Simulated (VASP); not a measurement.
CaO5, 6 atoms in the cell. The structure is hexagonal, space group P6/mmm (No. 191). The conventional cell has a = 4.602 Å, b = 4.602 Å, c = 3.240 Å, α = 90.00°, β = 90.00°, γ = 120.00°. Ca (site symmetry 6/mmm) has 18 O at 2.66 to 2.81 Å as nearest neighbours. Around O (site symmetry -6m2) lie 6 O at 2.10 Å. Around O (site symmetry mmm) lie 8 O at 2.10 to 2.30 Å. The cell was built by a generator and needn't be a form met in nature. The cell isn't the ideal one: species swapped into the CaPd5 type (P6/mmm, No. 191).

```yaml
Program: VASP 6.6.1
Task: relaxation of cell and atoms
Functional: PBE
Potentials_or_basis: VASP PAW PBE potentials, release 64 (Ca_sv, O)
Cutoff: 600 eV
k_mesh: 9 × 9 × 12
Occupations: gaussian, width 0.1 eV
Spin: no spin polarisation
Dipole_correction: no
Further_INCAR_settings: ALGO = Fast; EDIFF = 1e-06; IBRION = 2; EDIFFG = -0.01; NSW = 100; ISIF = 3
```

Potentials or basis: VASP PAW PBE potentials, release 64 (Ca_sv, O).

The run is started by

```bash
$ cat potpaw_PBE.64/Ca_sv/POTCAR potpaw_PBE.64/O/POTCAR > POTCAR
$ mpirun -np 1 vasp_std > vasp.out
```

Hardware: 1 thread of Intel(R) Xeon(R) Platinum 8559C (Emerald Rapids) (shared host).

Question: How long does it take, and how much memory?

Answer: Wall time 6.7 min on 1 thread of Intel(R) Xeon(R) Platinum 8559C (Emerald Rapids), on a shared host, peak memory 0.29 GiB. Counts: scf iterations 44, k points 84, ion steps 4.
